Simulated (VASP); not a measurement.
# TiC (P-6m2) in VASP: relaxation of cell and atoms with vdW-DF-cx

Aim: the relaxation of cell and atoms of TiC with vdW-DF-cx.

All numbers are computed with VASP 6.6.1; they aren't measurements. Logs are shortened: lines on timing, memory, paths and dates and some standing lists are left out, and cuts for length are marked.

### 1 The crystal as given

The structure is hexagonal, space group P-6m2 (No. 187). Conventional cell: a = 3.042 Å, b = 3.042 Å, c = 2.698 Å, α = 90.00°, β = 90.00°, γ = 120.00°. Around Ti (site symmetry -6m2) lie 6 C at 2.21 Å. Around C (site symmetry -6m2) lie 6 Ti at 2.21 Å.

The cell was built by a generator and needn't be a form met in nature.

### 2 Relaxation of cell and atoms, vdW-DF-cx

Input file INCAR:

```
SYSTEM = TiC
PREC = Accurate
ENCUT = 600
EDIFF = 1E-6
ISMEAR = -1
SIGMA = 0.05
LREAL = .False.
LASPH = .True.
NELM = 100
ALGO = Fast
ISIF = 3
LWAVE = .False.
LCHARG = .False.
GGA = CX
LUSE_VDW = .True.
AGGAC = 0.0
IBRION = 2
NSW = 40
EDIFFG = -0.01
```

Input file KPOINTS:

```
Automatic mesh
0
Gamma
  10 10 10
  0 0 0
```

Input file POSCAR:

```
TiC
1.0
    3.0420900000      0.0000000000      0.0000000000
   -1.5210400000      2.6345200000      0.0000000000
    0.0000000000      0.0000000000      2.6979700000
Ti C
1 1
Direct
    0.0000000000      0.0000000000      0.5000000000
    0.3333300000      0.6666700000      0.0000000000
```

Potentials or basis: VASP PAW PBE potentials, release 64 (Ti_sv, C).

Command:

```sh
$ cat potpaw_PBE.64/Ti_sv/POTCAR potpaw_PBE.64/C/POTCAR > POTCAR
$ mpirun -np 1 vasp_std > vasp.out
```

OUTCAR:

```text
SYSTEM = TiC
   PREC = Accurate
   ENCUT = 600
   EDIFF = 1E-6
   ISMEAR = -1
   LREAL = .False.
   LASPH = .True.
   NELM = 100
   ISIF = 3
   GGA = CX
   IBRION = 2
   NSW = 40
   EDIFFG = -0.01

 ion  position               nearest neighbor table
   1  0.000  0.000  0.500-   2 2.21   2 2.21   2 2.21   2 2.21   2 2.21   2 2.21
   2  0.333  0.667  0.000-   1 2.21   1 2.21   1 2.21   1 2.21   1 2.21   1 2.21

  LATTYP: Found a hexagonal cell.
 ALAT       =     3.0420900000
 C/A-ratio  =     0.8868804013

  Lattice vectors:

 A1 = (   3.0420900000,   0.0000000000,   0.0000000000)
 A2 = (  -1.5210400000,   2.6345200000,   0.0000000000)
 A3 = (   0.0000000000,   0.0000000000,   2.6979700000)

Analysis of symmetry for initial positions (statically):
=====================================================================
 Subroutine PRICEL returns:
 Original cell was already a primitive cell.

 Routine SETGRP: Setting up the symmetry group for a
 hexagonal supercell.

 Subroutine GETGRP returns: Found  4 space group operations
 (whereof  4 operations were pure point group operations)
 out of a pool of 24 trial point group operations.

The static configuration has the point symmetry C_2v.

Analysis of symmetry for dynamics (positions and initial velocities):
=====================================================================
 Subroutine PRICEL returns:
 Original cell was already a primitive cell.

 Routine SETGRP: Setting up the symmetry group for a
 hexagonal supercell.

 Subroutine GETGRP returns: Found  4 space group operations
 (whereof  4 operations were pure point group operations)
 out of a pool of 24 trial point group operations.

The dynamic configuration has the point symmetry C_2v.

 Subroutine INISYM returns: Found  4 space group operations
 (whereof  4 operations are pure point group operations),
 and found     1 'primitive' translations

----------------------------------------------------------------------------------------

                                     Primitive cell

  volume of cell :      21.6227

  direct lattice vectors                    reciprocal lattice vectors
     3.042090000  0.000000000  0.000000000     0.328721372  0.189787269  0.000000000
    -1.521040000  2.634520000  0.000000000     0.000000000  0.379575786  0.000000000
     0.000000000  0.000000000  2.697970000     0.000000000  0.000000000  0.370649044

  length of vectors
     3.042090000  3.042081247  2.697970000     0.379574694  0.379575786  0.370649044

  position of ions in fractional coordinates (direct lattice)
[... 96 lines left out ...]
   IALGO  =     68    algorithm
   IMIX   =      4    mixing-type and parameters
     AMIX     =   0.40;   BMIX     =  1.00
     AMIX_MAG =   1.60;   BMIX_MAG =  1.00
  volume/ion in A,a.u.               =      10.81        72.96
  Fermi-wavevector in a.u.,A,eV,Ry     =   1.480737  2.798187 29.831891  2.192582
  Thomas-Fermi vector in A             =   2.594734
   LORBIT       =      0    0 simple, 1 ext, 2 COOP (PROOUT), +10 PAW based schemes
   GGA     = CX    functional components
   LHFCALC =     F    Hartree Fock is set to
   AEXX    =    0.0000 exact exchange contribution
   IVDW_NL    =     1    kernel type
   BPARAM     = 6.3000
   IVDW    =     0    specifies the selected vdW correction
   LEPSILON=     F    determine dielectric tensor
   LRPA    =     F    only Hartree local field effects (RPA)
 conjugate gradient relaxation of ions
 non-spin polarized calculation
 RMM-DIIS sequential band-by-band and
  energy-cutoff  :      600.00
  volume of cell :       21.62
 maximum number of plane-waves:       734
   NGX = 13   NGY = 13   NGZ = 11

--------------------------------------- Ionic step        1  -------------------------------------------

 number of electron      15.9999999 magnetization

 Free energy of the ion-electron system (eV)
  ---------------------------------------------------
  ext. energy  EPLUGINS =         0.00000000
  ---------------------------------------------------
  free energy    TOTEN  =       -13.87752124 eV

  energy without entropy =      -13.87344498  energy(sigma->0) =      -13.87548311

------------------------ aborting loop because EDIFF is reached ----------------------------------------

  FORCE on cell =-STRESS in cart. coord.  units (eV):
  Direction    XX          YY          ZZ          XY          YZ          ZX
  --------------------------------------------------------------------------------------
  -------------------------------------------------------------------------------------
  Total       -0.5325773     -0.5326838     -0.5497622     -0.0000957      0.0000000      0.0000000
  in kB      -39.4623187    -39.4702071    -40.7356638     -0.0070938      0.0000000      0.0000000
  external PRESSURE =     -39.8893965 kB  Pullay stress =       0.0000000 kB
[... 215 lines left out ...]
--------------------------------------- Ionic step        7  -------------------------------------------

 number of electron      16.0000001 magnetization

 Free energy of the ion-electron system (eV)
  ---------------------------------------------------
  ext. energy  EPLUGINS =         0.00000000
  ---------------------------------------------------
  free energy    TOTEN  =       -13.88274250 eV

  energy without entropy =      -13.87894520  energy(sigma->0) =      -13.88084385

 E-fermi :   8.7149     XC(G=0): -12.4870

 val. band max:        8.6755733190   @ k =   0.3000   0.1000   0.0000
 cond. band min:       8.7328892772   @ k =   0.5000   0.5000   0.1000
 fundamental gap:      0.0573159582
 Fermi energy:         8.7149007324

 k-point     1 :       0.0000    0.0000    0.0000
  band No.  band energies     occupation
      1     -47.5306      2.00000
      2     -23.8075      2.00000
      3     -23.8074      2.00000
      4     -23.3494      2.00000
      5      -3.2885      2.00000
      6       7.1355      2.00000
      7       7.1356      2.00000
      8       7.7434      2.00000
      9      11.0508      0.00000
     10      12.1393      0.00000
     11      12.1394      0.00000
     12      14.5372      0.00000
[... 331 lines left out ...]
 k-point    24 :      -0.2000    0.4000    0.0000
  band No.  band energies     occupation
      1     -47.4825      2.00000
      2     -24.1212      2.00000
      3     -23.9282      2.00000
      4     -23.3073      2.00000
      5      -1.4851      2.00000
      6       4.7823      2.00000
      7       7.4124      2.00000
      8       8.7598      0.57878
      9       8.9481      0.01869
     10      11.6700      0.00000
     11      12.3249      0.00000
     12      12.9096      0.00000

 [... further k-points ...]
[... 5 lines left out ...]
  --------------------------------------------------------------------------------------
  -------------------------------------------------------------------------------------
  Total       -0.0098314     -0.0097836     -0.0173765      0.0000413      0.0000000      0.0000000
  in kB       -0.7422454     -0.7386355     -1.3118866      0.0031215      0.0000000      0.0000000
  external PRESSURE =      -0.9309225 kB  Pullay stress =       0.0000000 kB
[... 21 lines left out ...]
  energy  without entropy=      -13.8789451960  energy(sigma->0) =      -13.88084385

Total vdW correction in eV:      2.2491550

 reached required accuracy - stopping structural energy minimisation
```

CONTCAR:

```text
TiC
   1.00000000000000
     3.0187560246887273   -0.0000045197826944    0.0000000000000000
    -1.5093769649321640    2.6143101345998807    0.0000000000000000
     0.0000000000000000    0.0000000000000000    2.6890113032962017
  Ti              C
     1     1
Direct
     0.9999986521867726    0.0000013478133192    0.5000000000000000
     0.3333313478132240    0.6666686521866843    0.0000000000000000

  0.00000000E+00  0.00000000E+00  0.00000000E+00
  0.00000000E+00  0.00000000E+00  0.00000000E+00
```

It took 4.9 min on 1 thread of Intel Xeon Platinum 8375C at 2.90GHz (Ice Lake), shared host; peak memory 0.33 GiB.

Results:

| Item | Value |
| --- | --- |
| Free energy | -13.8827 eV |
| Relaxed volume | 10.61 Å³/atom |
| Relaxed cell | a = 3.019 Å, b = 3.019 Å, c = 2.689 Å, α = 90.00°, β = 90.00°, γ = 120.00° |
| Space group after relaxing (to 0.05 Å) | P-6m2 (No. 187) |
| Energy gained by relaxing | 2.6 meV/atom |
| Ionic steps | 7 |
| Pressure after relaxing | -0.1 GPa |
| Band gap on the k mesh | none (metal or under the smearing width) |

The path:
```
step  energy change (eV)  largest force (eV/Å)  pressure (GPa)  volume (Å³)
   1              0.0000                0.0001           -3.99        21.62
   2              0.0016                0.0000            4.93        20.79
   3             -0.0050                0.0001            0.03        21.23
   4             -0.0050                0.0001           -0.02        21.24
   5             -0.0052                0.0000           -0.09        21.23
   6             -0.0052                0.0000           -0.08        21.22
   7             -0.0052                0.0000           -0.09        21.22
```

Final structure:
```cif
data_structure
_symmetry_space_group_name_H-M 'P 1'
_symmetry_Int_Tables_number 1
_cell_length_a 3.0188
_cell_length_b 3.0187
_cell_length_c 2.6890
_cell_angle_alpha 90.000
_cell_angle_beta 90.000
_cell_angle_gamma 120.000
_cell_volume 21.22
loop_
_atom_site_label
_atom_site_type_symbol
_atom_site_fract_x
_atom_site_fract_y
_atom_site_fract_z
_atom_site_occupancy
Ti1 Ti 0.00000 0.00000 0.50000 1
C1 C 0.33333 0.66667 0.00000 1
```

Levels at points of the mesh, in eV from the Fermi level:
```csv
k point,band 6,band 7,band 8,band 9,band 10,band 11
"(0.00, 0.00, 0.00)",-1.58,-1.58,-0.97,2.34,3.42,3.42
"(0.50, 0.00, 0.00)",-4.88,-0.76,-0.33,0.30,3.11,3.58
"(0.50, 0.50, 0.00)",-4.88,-0.76,-0.33,0.30,3.11,3.58
"(0.00, 0.00, 0.50)",-5.61,-0.46,-0.46,1.16,1.16,4.85
"(0.50, 0.00, 0.50)",-4.01,-2.56,-2.22,1.51,3.39,4.47
"(0.50, 0.50, 0.50)",-4.01,-2.56,-2.22,1.51,3.39,4.47
```

Caveat: the PAW data sets were made with another functional, which shifts forces and pressure a little.
